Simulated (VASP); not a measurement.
Set up this calculation in VASP 6.6.1, as the native input.

* Task: band structure
* Functional: PBEsol
* Potentials or basis: VASP PAW PBE potentials, release 64 (Ru_pv)
* Cutoff: 520 eV
* k mesh: 18 × 18 × 18
* Occupations: methfessel-paxton, width 0.1 eV
* Spin: no spin polarisation
* Further INCAR settings: ALGO = Normal; EDIFF = 1e-07; NBANDS = 13

The structure of Ru lies in POSCAR:

```
Ru                                      
1.0
   -1.5087017117      1.5087017117      1.5087017117
    1.5087017117     -1.5087017117      1.5087017117
    1.5087017117      1.5087017117     -1.5087017117
  Ru            
     1
Direct
     0.0000000000000000    0.0000000000000000    0.0000000000000000
```

The cell was built by a generator and needn't be a form met in nature.

These files were run (other wordings do the same):

INCAR

```
PREC = Accurate ; ENCUT = 520
EDIFF = 1E-7 ; ISMEAR = 1
SIGMA = 0.1 ; LREAL = False
LASPH = True ; NELM = 80
ALGO = Normal ; ISIF = 2
LWAVE = False ; LCHARG = False
LMAXMIX = 4 ; GGA = PS
NBANDS = 13 ; ICORELEVEL = 1
```

KPOINTS

```
Automatic mesh
0
Gamma
  18 18 18
```

KPOINTS_OPT

```
explicit points
94
Reciprocal
 0.0000000000  0.0000000000  0.0000000000 1
 0.0357142857 -0.0357142857  0.0357142857 1
 0.0714285714 -0.0714285714  0.0714285714 1
 0.1071428571 -0.1071428571  0.1071428571 1
 0.1428571429 -0.1428571429  0.1428571429 1
 0.1785714286 -0.1785714286  0.1785714286 1
 0.2142857143 -0.2142857143  0.2142857143 1
 0.2500000000 -0.2500000000  0.2500000000 1
 0.2857142857 -0.2857142857  0.2857142857 1
 0.3214285714 -0.3214285714  0.3214285714 1
 0.3571428571 -0.3571428571  0.3571428571 1
 0.3928571429 -0.3928571429  0.3928571429 1
 0.4285714286 -0.4285714286  0.4285714286 1
 0.4642857143 -0.4642857143  0.4642857143 1
 0.5000000000 -0.5000000000  0.5000000000 1
 0.5000000000 -0.5000000000  0.5000000000 1
 0.4642857143 -0.4642857143  0.5000000000 1
 0.4285714286 -0.4285714286  0.5000000000 1
 0.3928571429 -0.3928571429  0.5000000000 1
 0.3571428571 -0.3571428571  0.5000000000 1
 0.3214285714 -0.3214285714  0.5000000000 1
 0.2857142857 -0.2857142857  0.5000000000 1
 0.2500000000 -0.2500000000  0.5000000000 1
 0.2142857143 -0.2142857143  0.5000000000 1
 0.1785714286 -0.1785714286  0.5000000000 1
 0.1428571429 -0.1428571429  0.5000000000 1
 0.1071428571 -0.1071428571  0.5000000000 1
 0.0714285714 -0.0714285714  0.5000000000 1
 0.0357142857 -0.0357142857  0.5000000000 1
 0.0000000000  0.0000000000  0.5000000000 1
 0.0000000000  0.0000000000  0.5000000000 1
 0.0000000000  0.0000000000  0.4642857143 1
 0.0000000000  0.0000000000  0.4285714286 1
 0.0000000000  0.0000000000  0.3928571429 1
 0.0000000000  0.0000000000  0.3571428571 1
 0.0000000000  0.0000000000  0.3214285714 1
 0.0000000000  0.0000000000  0.2857142857 1
 0.0000000000  0.0000000000  0.2500000000 1
 0.0000000000  0.0000000000  0.2142857143 1
 0.0000000000  0.0000000000  0.1785714286 1
 0.0000000000  0.0000000000  0.1428571429 1
 0.0000000000  0.0000000000  0.1071428571 1
 0.0000000000  0.0000000000  0.0714285714 1
 0.0000000000  0.0000000000  0.0357142857 1
 0.0000000000  0.0000000000  0.0000000000 1
 0.0000000000  0.0000000000  0.0000000000 1
 0.0178571429  0.0178571429  0.0178571429 1
 0.0357142857  0.0357142857  0.0357142857 1
 0.0535714286  0.0535714286  0.0535714286 1
 0.0714285714  0.0714285714  0.0714285714 1
 0.0892857143  0.0892857143  0.0892857143 1
 0.1071428571  0.1071428571  0.1071428571 1
 0.1250000000  0.1250000000  0.1250000000 1
 0.1428571429  0.1428571429  0.1428571429 1
 0.1607142857  0.1607142857  0.1607142857 1
 0.1785714286  0.1785714286  0.1785714286 1
 0.1964285714  0.1964285714  0.1964285714 1
 0.2142857143  0.2142857143  0.2142857143 1
 0.2321428571  0.2321428571  0.2321428571 1
 0.2500000000  0.2500000000  0.2500000000 1
 0.2500000000  0.2500000000  0.2500000000 1
 0.2678571429  0.1964285714  0.2678571429 1
 0.2857142857  0.1428571429  0.2857142857 1
 0.3035714286  0.0892857143  0.3035714286 1
 0.3214285714  0.0357142857  0.3214285714 1
 0.3392857143 -0.0178571429  0.3392857143 1
 0.3571428571 -0.0714285714  0.3571428571 1
 0.3750000000 -0.1250000000  0.3750000000 1
 0.3928571429 -0.1785714286  0.3928571429 1
 0.4107142857 -0.2321428571  0.4107142857 1
 0.4285714286 -0.2857142857  0.4285714286 1
 0.4464285714 -0.3392857143  0.4464285714 1
 0.4642857143 -0.3928571429  0.4642857143 1
 0.4821428571 -0.4464285714  0.4821428571 1
 0.5000000000 -0.5000000000  0.5000000000 1
 0.2500000000  0.2500000000  0.2500000000 1
 0.2321428571  0.2321428571  0.2678571429 1
 0.2142857143  0.2142857143  0.2857142857 1
 0.1964285714  0.1964285714  0.3035714286 1
 0.1785714286  0.1785714286  0.3214285714 1
 0.1607142857  0.1607142857  0.3392857143 1
 0.1428571429  0.1428571429  0.3571428571 1
 0.1250000000  0.1250000000  0.3750000000 1
 0.1071428571  0.1071428571  0.3928571429 1
 0.0892857143  0.0892857143  0.4107142857 1
 0.0714285714  0.0714285714  0.4285714286 1
 0.0535714286  0.0535714286  0.4464285714 1
 0.0357142857  0.0357142857  0.4642857143 1
 0.0178571429  0.0178571429  0.4821428571 1
 0.0000000000  0.0000000000  0.5000000000 1
 0.0000000000  0.0000000000  0.0000000000 1
 0.5000000000 -0.5000000000  0.5000000000 1
 0.2500000000  0.2500000000  0.2500000000 1
 0.0000000000  0.0000000000  0.5000000000 1
```

Potentials or basis: VASP PAW PBE potentials, release 64 (Ru_pv).

Launch:

```sh
$ cat potpaw_PBE.64/Ru_pv/POTCAR > POTCAR
$ mpirun -np 1 vasp_std > vasp.out
```

Results of the run:

```yaml
Pressure: 0.0 GPa
Band_gap_along_the_path: none (metal or under the smearing width)
```

Caveat: the PAW data sets were made with another functional, which shifts forces and pressure a little.

Run time: 25 s on 1 thread of Intel(R) Xeon(R) Platinum 8488C (Sapphire Rapids) (shared host), peak memory 0.17 GiB.
